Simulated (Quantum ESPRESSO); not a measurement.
A run of Quantum ESPRESSO 7.5 is set up as follows.

pw.in

```
&CONTROL
  calculation = 'scf'
  prefix = 'pwscf'
  outdir = './tmp'
  pseudo_dir = './pseudo'
  tprnfor = .true.
  tstress = .true.
  disk_io = 'low'
/
&SYSTEM
  ibrav = 0
  nat = 3
  ntyp = 2
  ecutwfc = 80
  nbnd = 20
  occupations = 'smearing'
  smearing = 'fd'
  degauss = 0.00367493
/
&ELECTRONS
  conv_thr = 6d-10
  electron_maxstep = 120
  mixing_beta = 0.5
/
ATOMIC_SPECIES
Mo    95.9500 Mo.upf
S     32.0600 S.upf
CELL_PARAMETERS angstrom
   3.2274645616    0.0000000000    0.0000000000
  -1.6137322808    2.7950663001    0.0000000000
   0.0000000000    0.0000000000    6.3124734200
ATOMIC_POSITIONS angstrom
Mo     0.0000000000    0.0000000000    3.1562367100
S      1.6137322810    0.9316887666    4.7007769989
S     -0.0000000002    1.8633775335    1.6116964211
K_POINTS automatic
9 9 4 0 0 0
```

File bands.in:

```
&CONTROL
  calculation = 'bands'
  prefix = 'pwscf'
  outdir = './tmp'
  pseudo_dir = './pseudo'
  disk_io = 'low'
  verbosity = 'high'
/
&SYSTEM
  ibrav = 0
  nat = 3
  ntyp = 2
  ecutwfc = 80
  nbnd = 20
  occupations = 'smearing'
  smearing = 'fd'
  degauss = 0.00367493
/
&ELECTRONS
  conv_thr = 1d-08
  electron_maxstep = 120
  mixing_beta = 0.5
  diago_full_acc = .true.
/
ATOMIC_SPECIES
Mo    95.9500 Mo.upf
S     32.0600 S.upf
CELL_PARAMETERS angstrom
   3.2274645616    0.0000000000    0.0000000000
  -1.6137322808    2.7950663001    0.0000000000
   0.0000000000    0.0000000000    6.3124734200
ATOMIC_POSITIONS angstrom
Mo     0.0000000000    0.0000000000    3.1562367100
S      1.6137322810    0.9316887666    4.7007769989
S     -0.0000000002    1.8633775335    1.6116964211
K_POINTS crystal
60
 0.0000000000  0.0000000000  0.0000000000 1
 0.0625000000  0.0000000000  0.0000000000 1
 0.1250000000  0.0000000000  0.0000000000 1
 0.1875000000  0.0000000000  0.0000000000 1
 0.2500000000  0.0000000000  0.0000000000 1
 0.3125000000  0.0000000000  0.0000000000 1
 0.3750000000  0.0000000000  0.0000000000 1
 0.4375000000  0.0000000000  0.0000000000 1
 0.5000000000  0.0000000000  0.0000000000 1
 0.4583333333  0.0833333333  0.0000000000 1
 0.4166666667  0.1666666667  0.0000000000 1
 0.3750000000  0.2500000000  0.0000000000 1
 0.3333333333  0.3333333333  0.0000000000 1
 0.3000000000  0.3000000000  0.0000000000 1
 0.2666666667  0.2666666667  0.0000000000 1
 0.2333333333  0.2333333333  0.0000000000 1
 0.2000000000  0.2000000000  0.0000000000 1
 0.1666666667  0.1666666667  0.0000000000 1
 0.1333333333  0.1333333333  0.0000000000 1
 0.1000000000  0.1000000000  0.0000000000 1
 0.0666666667  0.0666666667  0.0000000000 1
 0.0333333333  0.0333333333  0.0000000000 1
 0.0000000000  0.0000000000  0.0000000000 1
 0.0000000000  0.0000000000  0.1666666667 1
 0.0000000000  0.0000000000  0.3333333333 1
 0.0000000000  0.0000000000  0.5000000000 1
 0.0555555556  0.0000000000  0.5000000000 1
 0.1111111111  0.0000000000  0.5000000000 1
 0.1666666667  0.0000000000  0.5000000000 1
 0.2222222222  0.0000000000  0.5000000000 1
 0.2777777778  0.0000000000  0.5000000000 1
 0.3333333333  0.0000000000  0.5000000000 1
 0.3888888889  0.0000000000  0.5000000000 1
 0.4444444444  0.0000000000  0.5000000000 1
 0.5000000000  0.0000000000  0.5000000000 1
 0.4666666667  0.0666666667  0.5000000000 1
 0.4333333333  0.1333333333  0.5000000000 1
 0.4000000000  0.2000000000  0.5000000000 1
 0.3666666667  0.2666666667  0.5000000000 1
 0.3333333333  0.3333333333  0.5000000000 1
 0.3030303030  0.3030303030  0.5000000000 1
 0.2727272727  0.2727272727  0.5000000000 1
 0.2424242424  0.2424242424  0.5000000000 1
 0.2121212121  0.2121212121  0.5000000000 1
 0.1818181818  0.1818181818  0.5000000000 1
 0.1515151515  0.1515151515  0.5000000000 1
 0.1212121212  0.1212121212  0.5000000000 1
 0.0909090909  0.0909090909  0.5000000000 1
 0.0606060606  0.0606060606  0.5000000000 1
 0.0303030303  0.0303030303  0.5000000000 1
 0.0000000000  0.0000000000  0.5000000000 1
 0.5000000000  0.0000000000  0.5000000000 1
 0.5000000000  0.0000000000  0.3333333333 1
 0.5000000000  0.0000000000  0.1666666667 1
 0.5000000000  0.0000000000  0.0000000000 1
 0.3333333333  0.3333333333  0.0000000000 1
 0.3333333333  0.3333333333  0.1250000000 1
 0.3333333333  0.3333333333  0.2500000000 1
 0.3333333333  0.3333333333  0.3750000000 1
 0.3333333333  0.3333333333  0.5000000000 1
```

Potentials or basis: PseudoDojo 0.4.1 SR LDA standard.

Run with:

```console
$ OMP_NUM_THREADS=1 pw.x -in pw.in > pw.out
$ OMP_NUM_THREADS=1 pw.x -in bands.in > bands.out
```

(1) Predict the largest force.

(2) Estimate the pressure.

## Answers

(1) 0.145 eV/Å.

(2) -5.9 GPa.
